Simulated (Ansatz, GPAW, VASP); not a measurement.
**W: programs and potentials compared**

```
W
1.0
    -1.58234    1.58234    1.58234
     1.58234   -1.58234    1.58234
     1.58234    1.58234   -1.58234
W
1
Cartesian
  0.0000 0.0000 0.0000
```

Alike in all runs: task single point; functional LDA; k mesh 12 × 12 × 12; occupations gaussian, width 0.05 eV; no spin polarisation; no spin-orbit coupling. LDA stands for any of its common fits. Pressure is positive in compression and, in plane waves, holds the error of the finite cutoff, which Ansatz's Pulay term estimates and takes out.

```csv
program and potentials,plane-wave cutoff (eV),notes,band gap (eV),pressure (GPa)
"Ansatz, Ansatz PAW",420,"potentials made for PBE, which Ansatz adapts in part",?,?
"VASP, LDA PAW files W_sv, 520 eV",520,-,no gap,-7.36
"GPAW, the program's PAW data sets (release 1.2.1) made for this functional",600,-,no gap,-9.92
"Ansatz, all-electron LAPW, scalar-relativistic",-,-,no gap,-8.99
```

Q: Estimate from the other rows what the run with Ansatz, Ansatz PAW gave.

A: No band gap; pressure -9.03 GPa. Its pressure holds a Pulay term of +0.04 GPa. The other rows, which needn't bracket it: pressure -9.92 to -7.36.
